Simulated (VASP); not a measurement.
A VASP 6.6.1 single-point calculation on CaO

INCAR

```
LASPH = .TRUE.
LWAVE = .FALSE.
IBRION = -1
ISIF = 2
NSW = 0
EDIFF = 1E-7
NELM = 64
LREAL = .FALSE.
GGA = PE
PREC = Accurate
SIGMA = 0.02
ISMEAR = -1
LCHARG = .FALSE.
NBANDS = 15
ENCUT = 450
```

KPOINTS

```
KPOINTS created by Atomic Simulation Environment
0
Gamma
10 10 10
0 0 0
```

POSCAR

```
Ca O
 1.0000000000000000
     0.0000000000000000    2.2544163686999998    2.3975501103000001
     2.2544163686999998    0.0000000000000000    2.3975501103000001
     2.2544163686999998    2.2544163686999998    0.0000000000000000
 Ca  O
   1   1
Cartesian
  0.0000000000000000  0.0000000000000000  0.0000000000000000
  2.2544163686999998  2.2544163686999998  2.3975501103000005
```

The recommended PBE PAW datasets give the neutral cell 16 valence electrons.

Command

```
mpirun -np 1 vasp_std
```

OSZICAR

```
N       E                     dE             d eps       ncg     rms          rms(c)
DAV:   1     0.115753670181E+03    0.11575E+03   -0.77739E+03  3060   0.997E+02
DAV:   2    -0.981227820967E+01   -0.12557E+03   -0.11731E+03  3831   0.281E+02
DAV:   3    -0.141927217003E+02   -0.43804E+01   -0.43594E+01  3629   0.546E+01
DAV:   4    -0.142908731085E+02   -0.98151E-01   -0.98105E-01  4147   0.774E+00
DAV:   5    -0.142928887805E+02   -0.20157E-02   -0.20156E-02  3626   0.940E-01    0.868E+00
DAV:   6    -0.125663773008E+02    0.17265E+01   -0.47055E+00  3579   0.224E+01    0.327E+00
DAV:   7    -0.125152694038E+02    0.51108E-01   -0.36185E-01  3715   0.652E+00    0.176E+00
DAV:   8    -0.125107141862E+02    0.45552E-02   -0.69495E-02  4047   0.280E+00    0.402E-01
DAV:   9    -0.125089610177E+02    0.17532E-02   -0.48890E-03  3298   0.685E-01    0.104E-01
DAV:  10    -0.125095319308E+02   -0.57091E-03   -0.73385E-04  3664   0.253E-01    0.384E-02
DAV:  11    -0.125095034965E+02    0.28434E-04   -0.86780E-05  3714   0.103E-01    0.140E-02
DAV:  12    -0.125095015219E+02    0.19747E-05   -0.10727E-05  3634   0.422E-02    0.129E-03
DAV:  13    -0.125095013970E+02    0.12489E-06   -0.88037E-07  3606   0.932E-03    0.628E-04
DAV:  14    -0.125095013317E+02    0.65250E-07   -0.34301E-08  2734   0.205E-03
   1 F= -.12509501E+02 E0= -.12509501E+02  d E =-.713877E-11
```

From OUTCAR

```
k-points           NKPTS =    102   k-points in BZ     NKDIM =    102   number of bands    NBANDS=     15

   NELECT =      16.0000    total number of electrons

   dimension x,y,z NGX =    24 NGY =   24 NGZ =   24
   dimension x,y,z NGXF=    48 NGYF=   48 NGZF=   48

  energy-cutoff  :      450.00
  volume of cell :       24.37
      direct lattice vectors                 reciprocal lattice vectors
     0.000000000  2.254416369  2.397550110    -0.221786892  0.221786892  0.208546215
     2.254416369  0.000000000  2.397550110     0.221786892 -0.221786892  0.208546215
     2.254416369  2.254416369  0.000000000     0.221786892  0.221786892 -0.208546215

 k-points in reciprocal lattice and weights: KPOINTS created by Atomic Simulation Env
   0.00000000  0.00000000  0.00000000       0.001
   0.10000000  0.00000000  0.00000000       0.008
   0.20000000  0.00000000  0.00000000       0.008
   0.30000000 -0.00000000  0.00000000       0.008
   0.40000000  0.00000000  0.00000000       0.008
   0.50000000  0.00000000  0.00000000       0.004
   0.10000000  0.10000000  0.00000000       0.002
   0.20000000  0.10000000  0.00000000       0.008
   ...

 E-fermi :   3.6133

 k-point     1 :       0.0000    0.0000    0.0000
  band No.  band energies     occupation
      1     -33.9795      2.00000
      2     -14.6430      2.00000
      3     -14.6094      2.00000
      4     -14.6094      2.00000
      5     -12.6473      2.00000
      6       3.0001      2.00000
      7       3.2264      2.00000
      8       3.2264      2.00000
      9       8.7539      0.00000
     10       9.3610      0.00000
     11       9.8575      0.00000
     12       9.8575      0.00000
     13      11.3819      0.00000
     14      11.7370      0.00000
     15      19.0770      0.00000

 k-point     2 :       0.1000    0.0000    0.0000
  band No.  band energies     occupation
      1     -33.9620      2.00000
      2     -14.9119      2.00000
      3     -14.6470      2.00000
      4     -14.6115      2.00000
      5     -12.3508      2.00000
      6       2.7149      2.00000
      7       2.9524      2.00000
      8       3.0381      2.00000
      9       9.2063      0.00000
     10       9.5121      0.00000
     11       9.9016      0.00000
     12      10.0419      0.00000
     13      11.6860      0.00000
     14      12.0526      0.00000
     15      19.5717      0.00000

 k-point     3 :       0.2000    0.0000    0.0000
  band No.  band energies     occupation
      1     -33.9161      2.00000
      2     -15.4737      2.00000
      3     -14.6791      2.00000
      4     -14.6168      2.00000
      5     -11.7809      2.00000
      6       1.9034      2.00000
      7       2.5045      2.00000
      8       2.5930      2.00000
      9       9.6719      0.00000
     10      10.3099      0.00000
     11      10.3638      0.00000
     12      10.5541      0.00000
     13      12.4600      0.00000
     14      12.8589      0.00000
     15      20.4072      0.00000

 ...

  Total        4.3489633      4.3489633      1.6121563      0.0000000     -0.0000000     -0.0000000
  in kB      285.9106769    285.9106769    105.9867986      0.0000000     -0.0000000     -0.0000000
  external PRESSURE =     225.9360508 kB  Pullay stress =       0.0000000 kB

 POSITION                                       TOTAL-FORCE (eV/Angst)
 -----------------------------------------------------------------------------------
      0.00000      0.00000      0.00000        -0.000000     -0.000000      0.000000
      2.25442      2.25442      2.39755         0.000000      0.000000      0.000000
 -----------------------------------------------------------------------------------
    total drift:                                0.000000     -0.000000     -0.000000

  FREE ENERGIE OF THE ION-ELECTRON SYSTEM (eV)
  ---------------------------------------------------
  free  energy   TOTEN  =       -12.5095013317 eV

  energy  without entropy=      -12.5095013317  energy(sigma->0) =      -12.50950133
```

It converged. Results: gap between bands v and c on the k mesh 3.43 eV; least direct gap on the k mesh 3.77 eV; pressure 22.6 GPa. Band v is the last that the valence electrons fill when counted band by band, and c is the next.

For comparison, a separate PBE run of the intended cell, on usual settings and not on those above, gives a gap of 3.42 eV on its mesh and a pressure of 23.4 GPa.

The run above took about 19 s on one core of a shared host (Intel Xeon Platinum 8488C) and held 0.16 GiB at most.
